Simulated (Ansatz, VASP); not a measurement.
# One calculation of Cr, two programs

File INCAR:

```
SYSTEM = Cr
ALGO = Normal ; EDIFF = 1E-6
ENCUT = 520 ; GGA = PE
ISIF = 2 ; ISMEAR = 0
LASPH = .True. ; LCHARG = .False.
LREAL = .False. ; LWAVE = .False.
NBANDS = 12 ; NELM = 60
PREC = Accurate ; SIGMA = 0.1
```

The input KPOINTS:

```
k-points
0
Gamma
  20 20 20
  0 0 0
```

File POSCAR:

```
Cr
1.0
   -1.4518420003      1.4518420003      1.4518420003
    1.4518420003     -1.4518420003      1.4518420003
    1.4518420003      1.4518420003     -1.4518420003
Cr
1
Direct
    0.0000000000      0.0000000000      0.0000000000
```

Input for Ansatz:

```yaml
crystal:
  lattice:
    - [-1.4518420003, 1.4518420003, 1.4518420003]
    - [1.4518420003, -1.4518420003, 1.4518420003]
    - [1.4518420003, 1.4518420003, -1.4518420003]
  atoms:
    - { symbol: Cr, position: [0.0, 0.0, 0.0] }
basis:
  ecutwfc: 420
kpoints:
  mp_grid: { grid: [20, 20, 20] }
hamiltonian:
  xc: pbe
scf:
  occupations: { method: gaussian, width: 0.1 }
output:
  forces: true
  stress: true
  eigenvalues: true
```

Alike in both runs: task single point; functional PBE; k mesh 20 × 20 × 20; occupations gaussian, width 0.1 eV; no spin polarisation.

|  | VASP | Ansatz |
| --- | --- | --- |
| version | VASP 6.6.1 | Ansatz 0.2.0 |
| potentials or method | VASP PAW PBE potentials, release 64 (Cr_pv) | scalar-relativistic, plane waves, PAW |
| plane-wave cutoff (eV) | 520 | 420 |
| valence electrons in the cell | 12 | 14 |

|  | VASP | Ansatz | Ansatz less VASP |
| --- | --- | --- | --- |
| gap on the k mesh at the Fermi level (eV) | none | none | - |
| pressure (GPa) | -13.7 | -13.3 | +0.42 |

A gap of «none» marks a metal or a gap that the smearing closes. With one functional, cell and mesh, what is left measures potentials, basis and numerics. The two sets of potentials don't hold the same shells in valence.

Caveats: the run has no spin polarisation, though such a crystal can be magnetic. Spin polarisation is off, so any magnetic state and its effect on volume and gap are missing.
